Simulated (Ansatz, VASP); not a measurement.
PbF2: VASP beside Ansatz

INCAR

```
SYSTEM = PbF2
PREC = Accurate ; ENCUT = 520
EDIFF = 1E-7 ; ISMEAR = 0
SIGMA = 0.05 ; LREAL = .False.
LASPH = .True. ; NELM = 80
ALGO = Normal ; ISIF = 2
LWAVE = .False. ; LCHARG = .False.
GGA = PE ; NBANDS = 21
```

Contents of KPOINTS:

```
regular mesh
0
Gamma
  8 8 8
  0 0 0
```

File POSCAR:

```
PbF2
1.0
    0.0000000000      3.0366716250      3.0366716250
    2.9698500000      0.0668216250      2.9698500000
    2.9698500000      2.9698500000      0.0668216250
Pb F
1 2
Direct
    0.0000000000      0.0000000000      0.0000000000
    0.2500000000      0.2500000000      0.2500000000
    0.7500000000      0.7500000000      0.7500000000
```

Input for Ansatz:

```yaml
crystal:
  lattice:
    - [0.0, 3.036671625, 3.036671625]
    - [2.96985, 0.066821625, 2.96985]
    - [2.96985, 2.96985, 0.066821625]
  atoms:
    - { symbol: Pb, position: [0.0, 0.0, 0.0] }
    - { symbol: F, position: [0.25, 0.25, 0.25] }
    - { symbol: F, position: [0.75, 0.75, 0.75] }
basis:
  ecutwfc: 420
kpoints:
  mp_grid: { grid: [8, 8, 8] }
hamiltonian:
  xc: pbe
scf:
  occupations: { method: gaussian, width: 0.05 }
output:
  forces: true
  stress: true
  eigenvalues: true
```

Change from the starting cell: strain +0.0450 x Voigt [0, 0, 0, 1, 0, 0], atoms carried along.

Alike in both runs: task single point; functional PBE; k mesh 8 × 8 × 8; occupations gaussian, width 0.05 eV; no spin polarisation.

```csv
,VASP,Ansatz
version,VASP 6.6.1,Ansatz 0.2.0
potentials or method,"VASP PAW PBE potentials, release 64 (Pb_d, F)","scalar-relativistic, plane waves, PAW"
plane-wave cutoff (eV),520,420
valence electrons in the cell,28,28
```

VASP gave:

- gap on the k mesh at the Fermi level (eV): 4.39
- least direct gap on the mesh (eV): 4.55
- pressure (GPa): 2.2
- largest component of the traceless stress (GPa): 1.48
- rms of the force components (eV/Å): 0.061

Q: What did Ansatz give for the same quantities?

A: gap on the k mesh at the Fermi level (eV): 4.40; least direct gap on the mesh (eV): 4.55; pressure (GPa): 2.4; largest component of the traceless stress (GPa): 1.46; rms of the force components (eV/Å): 0.060.

Atom by atom the forces differ by 0.001 eV/Å (rms over components).

Caveats: spin-orbit coupling is left out, which as a rule narrows the gap of such compounds by several tenths of an eV. A k mesh can miss the band edges.
